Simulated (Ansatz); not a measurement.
Ni:

```
CELL_PARAMETERS angstrom
-1.38372 1.38372 1.38372
1.38372 -1.38372 1.38372
1.38372 1.38372 -1.38372
ATOMIC_POSITIONS crystal
Ni 0.00000 0.00000 0.00000
```

This isn't the form of Ni at room conditions, which is fcc.

Base run:

| Quantity | Value |
| --- | --- |
| Program | Ansatz 0.2.0 |
| Functional | PBE |
| Potentials or basis | Ansatz PAW |
| Cutoff | 420 eV (not typed: the program's choice for these potentials) |
| k mesh | 11 × 11 × 11 |
| Occupations | fermi-dirac, width 0.05 eV |
| Spin | collinear spin, ferromagnetic start |
| Starting moments | [1.2] μB |
| Fixed moment | 1.2 μB |

Its results: pressure 15.6 GPa; site moments Ni +1.16 μB.

Q: The run is repeated on the same cell with these changes: fixed moment from 1.2 μB to 0.8 μB; moments at the start from [1.2] to [0.8]. What comes out?

A: Pressure 9.9 GPa; site moments Ni +0.82 μB.

Caveats: the total moment is fixed, so each spin has its own Fermi level; the thresholds are loose for stress.
